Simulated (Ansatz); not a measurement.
Structure: an ordered 6-atom cell of Al2GaAs3 on the zincblende lattice (P3m1), at its r2SCAN minimum. It is trigonal, P3m1 (No. 156); conventional cell a = 4.014 Å, c = 9.820 Å, 22.84 Å³ an atom. Around Al lie 4 As at 2.46 Å; around Al lie 4 As at 2.45–2.46 Å; around Ga lie 4 As at 2.46 Å; around As lie 4 Al at 2.46 Å; around As lie 3 Al at 2.45 Å and 1 Ga at 2.46 Å; around As lie 1 Al at 2.46 Å and 3 Ga at 2.46 Å.

```yaml
crystal:
  lattice:
    - [4.01442, 0.00000, 0.00000]
    - [-2.00721, 3.47659, 0.00000]
    - [0.00000, 0.00000, 9.81957]
  atoms:
    - { symbol: Al, position: [0.00000, 0.00000, 0.99981] }
    - { symbol: Al, position: [0.66667, 0.33333, 0.66611] }
    - { symbol: Ga, position: [0.33333, 0.66667, 0.33372] }
    - { symbol: As, position: [0.66667, 0.33333, 0.91672] }
    - { symbol: As, position: [0.33333, 0.66667, 0.58374] }
    - { symbol: As, position: [0.00000, 0.00000, 0.24990] }
```

The questions ask for values computed with the plane-wave code Ansatz on this geometry. Note: simulated data, non-magnetic, for a generated structure that need not be the stable one.

Question: What gap does r2SCAN give, and where are the band edges?

Answer: With r2SCAN the gap is 1.60 eV and direct, at Γ.

Question: How does the gap change from r2SCAN to PBE (12×12×4)?

Answer: PBE gives a direct gap of 1.13 eV at Γ. The gap differs by -0.47 eV from r2SCAN's.

Question: How does the gap change from r2SCAN to PBE+SOC (12×12×4)?

Answer: PBE+SOC gives a direct gap of 1.03 eV at Γ. Spin-orbit coupling itself accounts for -0.101 eV. The gap differs by -0.57 eV from r2SCAN's.

Question: What does PBE0 give for the gap (6×6×2 mesh)?

Answer: With PBE0 the gap is 2.60 eV and direct, at Γ. The gap differs by +1.00 eV from r2SCAN's.

Only the levels marked +SOC include spin-orbit coupling.

The meshes of the hybrids are coarse, so their gaps aren't converged to the digits shown.
